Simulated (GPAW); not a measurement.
Runs of GPAW 26.7.0 on TaS2. Symmetry: P-3m1, No. 164, trigonal system. The conventional cell has a = 3.350 Å, b = 3.350 Å, c = 5.860 Å, α = 90.00°, β = 90.00°, γ = 120.00°. Ta (site symmetry -3m) has 6 S at 2.43 Å as nearest neighbours. S (site symmetry 3m) is surrounded by 3 Ta at 2.43 Å. 

```csv
task,level,potentials or basis,spin,cell,cutoff (eV),maxiter,band path,band points,spin axis theta (degrees),spin axis phi (degrees),other keys,gap on the mesh (eV),pressure (GPa),relaxed volume (Å³/atom),largest force (eV/Å)
band structure,PBEsol,"PAW data sets generated in the run's folder for this functional, pw","SOC, no magnetisation",as given,600,150,"GMKGALHA,LM,KH",80,90,45,-,-,4.6,-,1.01
single point,PBE,"GPAW PAW data sets (gpaw-data 1.2.1), pw",off,as given,700,60,-,-,-,-,"several, not listed",none,9.4,-,1.25
relaxation of cell and atoms,SOGGA,"PAW data sets generated in the run's folder for this functional, pw",off,relaxed,600,150,-,-,-,-,-,none,0.0,(b),-
relaxation of cell and atoms,PBEsol+D3,"PAW data sets generated in the run's folder for this functional, pw",off,relaxed,600,150,-,-,-,-,-,none,0.0,(a),-
```

Alike in all rows: k mesh 7 × 7 × 4; smearing fermi-dirac 0.05 eV.

Task: Fill in the values left out.

Result: (a) 17.74; (b) 18.54.

Caveats: this functional lacks dispersion, which binds the layers, so the pressure and a relaxed spacing across them are unreliable (some runs); later steps reuse the first step's grids (some runs); spin-orbit coupling was added after a scalar SCF, so levels and gaps hold it while energy, forces, pressure and moments don't (some runs); this program's spin-orbit splittings come out too wide for heavy elements (some runs); forces of over 1 eV/Å show positions far from the minimum, so gaps and moduli don't describe the material at rest (some runs).

A k mesh can miss the band edges, and rows without SOC leave out spin-orbit coupling on Ta.

A gap of «none» marks a metal or a gap under the smearing width.
